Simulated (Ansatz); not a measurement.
## Mg on a Ga site in Ga2O3

Level of theory: PBE, collinear spin where a state has unpaired electrons to hold, scalar-relativistic; Ansatz, plane waves to 420 eV (PAW set soft_2), k-mesh 2×2×2 shifted by half a step.

The relaxed host crystal (Kohn–Sham gap 2.01 eV over the whole zone):

```yaml
crystal:
  lattice:
    - [6.22706, -1.54163, 0.00623]
    - [6.22706, 1.54163, 0.00623]
    - [-1.39797, 0.00000, 5.70892]
  atoms:
    - { symbol: Ga, position: [0.34150, 0.34150, 0.68582] }
    - { symbol: Ga, position: [0.65850, 0.65850, 0.31418] }
    - { symbol: Ga, position: [0.91007, 0.91007, 0.20527] }
    - { symbol: Ga, position: [0.08993, 0.08993, 0.79473] }
    - { symbol: O, position: [0.50397, 0.50397, 0.74331] }
    - { symbol: O, position: [0.49603, 0.49603, 0.25669] }
    - { symbol: O, position: [0.82630, 0.82630, 0.43566] }
    - { symbol: O, position: [0.17370, 0.17370, 0.56434] }
    - { symbol: O, position: [0.16351, 0.16351, 0.10920] }
    - { symbol: O, position: [0.83649, 0.83649, 0.89080] }
```

Supercell of 40 atoms, rows of the matrix [[0,-1,-1],[-2,1,0],[-2,2,-1]] times the cell vectors; Mg on a Ga site at (0.341, 0.341, 0.686) in fractions of the cell above. Atoms are relaxed at the host's cell; charged cells sit in a uniform background.

The defect was relaxed in the charges 0, -1. Distances from the Mg atom (Å), by shell of the perfect crystal:

| shell | perfect crystal | state A | state B |
| --- | --- | --- | --- |
| 3 O | 1.97 | 2.04 (2.02 to 2.05) | 2.04 (2.03 to 2.05) |
| 1 O | 2.04 | 2.10 | 2.08 |
| 2 O | 2.11 | 2.17 | 2.16 |
| 2 Ga | 3.08 | 3.06 | 3.07 |

| state | moment of the cell (μB) | moment on Mg (μB) | gap of the cell on the mesh (eV) | carriers |
| --- | --- | --- | --- | --- |
| A | 0.00 | 0.00 | 3.00 | none in the bands |
| B | 1.00 | 0.00 | 0.00 | in a band of the host or near its edge |

On this mesh the host's own supercell has a gap of 2.96 eV.

Which state has which charge?

A has charge -1; B has charge 0.

At charge 0 a carrier lies in a band of the host or at its edge (levels aligned by the semicore states), so it isn't shown to be bound to the defect (semilocal functionals spread carriers too far and can miss a bound one), and no level is taken from that state.

Where are the charge-transition levels, and which charge is stable?

No transition between neighbouring charges can be given. Lowest charge for a Fermi level at mid gap: -1, at the conduction band bottom: -1 (among the charges 0, -1). With the Fermi level at the valence band top the state -1 costs 0.23 eV, and -0.77 eV with the Fermi level at mid gap, which lies 1.00 eV above the valence band top; atoms are taken from and to the elements' standard states.

No formation energy is given for the neutral state, since the neutral cell holds a carrier in a band.

Caveats: semilocal functionals make gaps too small, which shifts levels too; small supercell, so energies and levels can be off by tenths of an eV; only one start was made, so other minima are possible.

Mg acts here as an acceptor: substituting divalent Mg for trivalent Ga leaves one electron too few, and charge -1 restores the filled oxygen 2p valence shell. The neighbouring oxygens move outwards and the listed Ga atoms slightly inwards, as expected for a larger cation with a lower charge, whose site is effectively negative. The relaxation is almost the same in the neutral cell, which suggests that Mg stays divalent there too and that the hole resides in oxygen-derived states, consistent with the zero moment on Mg.

The spread-out hole should not be read as shallow acceptor behaviour. Mg in Ga2O3 is known to be a deep acceptor, with the hole trapped on a neighbouring oxygen as a small polaron. Residual self-interaction probably removes the energy gain from that localisation, and with it the accompanying lattice distortion. Nor does the negative formation energy at mid gap imply unlimited Mg solubility, since metallic Mg is a far richer source than the oxide phases that would limit incorporation in practice.
